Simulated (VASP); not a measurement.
# CaF2 (strained fluorite): one PBE single-point calculation in two programs

```xyz
3
Lattice="-0.0349 2.7119 2.7119 2.7119 -0.0349 2.7119 2.7119 2.7119 -0.0349" Properties=species:S:1:pos:R:3 pbc="T T T"
Ca    0.0000    0.0000    0.0000
F     1.3516    1.3516    1.3516
F     4.0374    4.0374    4.0374
```

The two codes use different PAW datasets and cutoffs. VASP's cell holds 24 valence electrons and Ansatz's 24. Ansatz's stress includes a Pulay correction; VASP's doesn't.

Cutoffs: 520 eV in VASP, 420 eV in Ansatz. k meshes: 8×8×8 and 8×8×8.

|  | VASP | Ansatz |
| --- | --- | --- |
| gap between bands v and c | 7.29 eV | 7.31 eV |
| least direct gap | 7.54 eV | 7.56 eV |
| pressure | 2.7 GPa | 2.4 GPa |

Band v is the last that the valence electrons fill when counted band by band, and c is the next. Levels in eV from the top of v, Ansatz:

| point | v−1 | v | c | c+1 |
| --- | --- | --- | --- | --- |
| Γ | -0.25 | -0.25 | 7.31 | 9.18 |
| X | -0.34 | 0.00 | 8.13 | 9.53 |
| K | -0.45 | -0.10 | 8.40 | 9.73 |
| L | -0.83 | -0.83 | 9.41 | 9.41 |
| W | -0.28 | -0.09 | 8.46 | 9.76 |

VASP:

```
point    v−1      v     c   c+1
    Γ  -0.25  -0.25  7.29  9.17
    X  -0.34   0.00  8.12  9.52
    K  -0.46  -0.10  8.39  9.72
    L  -0.83  -0.83  9.40  9.40
    W  -0.28  -0.09  8.45  9.75
```
